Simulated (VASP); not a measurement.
Wanted: the native input for a VASP 6.6.1 run.

- Task: single point
- Functional: PBE
- Potentials or basis: VASP PAW PBE potentials, release 64 (Hf_pv, N)
- Cutoff: 520 eV
- k mesh: 10 × 10 × 5
- Occupations: fermi-dirac, width 0.05 eV
- Spin: no spin polarisation
- Further INCAR settings: ALGO = Normal; EDIFF = 1e-07; NBANDS = 23

The structure of HfN lies in POSCAR:

```
HfN
1.0
    3.1339080200      0.0000000000      0.0000000000
   -1.5669540100      2.7140439600      0.0000000000
    0.0000000000      0.0000000000      5.4167677200
Hf N
2 2
Direct
    0.6715549800      0.3340767000      0.7491626200
    0.3382216400      0.6674100400      0.2491626200
    0.0048883100      0.0007433700      0.9991626200
    0.9853350600      0.9977698800      0.5025121300
```

The cell comes from a database or a generator and needn't be the stable form of this composition.

The cell isn't the ideal one: atom 4 moved 0.06 Å.

These files were run (other wordings do the same):

INCAR

```
SYSTEM = HfN
PREC = Accurate
ENCUT = 520
EDIFF = 1E-7
ISMEAR = -1
SIGMA = 0.05
LREAL = .FALSE.
LASPH = .TRUE.
NELM = 100
ALGO = Normal
ISIF = 2
LWAVE = .FALSE.
LCHARG = .FALSE.
GGA = PE
NBANDS = 23
```

KPOINTS

```
regular mesh
0
G
  10 10 5
  0 0 0
```

Potentials or basis: VASP PAW PBE potentials, release 64 (Hf_pv, N).

Command:

```console
$ cat potpaw_PBE.64/Hf_pv/POTCAR potpaw_PBE.64/N/POTCAR > POTCAR
$ mpirun -np 1 vasp_std > vasp.out
```

Results of the run:

```yaml
Pressure: 4.0 GPa
Largest_force: 0.706 eV/Å
Band_gap_on_the_k_mesh: none (metal or under the smearing width)
```

Wall time 92 s on 1 thread of Intel(R) Xeon(R) Platinum 8559C (Emerald Rapids), with other jobs on the host, peak memory 0.34 GiB.
